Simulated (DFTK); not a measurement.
Crystal: V.

```
V
1.0
    -1.51435    1.51435    1.51435
     1.51435   -1.51435    1.51435
     1.51435    1.51435   -1.51435
V
1
Direct
  0.00000 0.00000 0.00000
```

Base run:

- Program: DFTK 0.8.2
- Functional: r2SCAN
- Potentials or basis: SG15 1.2 (PBE)
- Cutoff: 1225 eV
- k mesh: 10 × 10 × 10
- Occupations: fermi-dirac, width 0.05 eV
- Spin: collinear spin, ferromagnetic start
- Starting moments: [2.0] μB

Its results: band gap on the k mesh none (metal or under the smearing width); pressure -6.0 GPa; net moment 0.61 μB per cell.

Question: The run is repeated on the same cell with these changes: functional from r2SCAN to LDA. What comes out?

Answer: Band gap on the k mesh none (metal or under the smearing width); pressure -17.0 GPa; net moment 0.00 μB per cell.

Caveats: the potentials were made for another functional, which shifts forces and pressure.
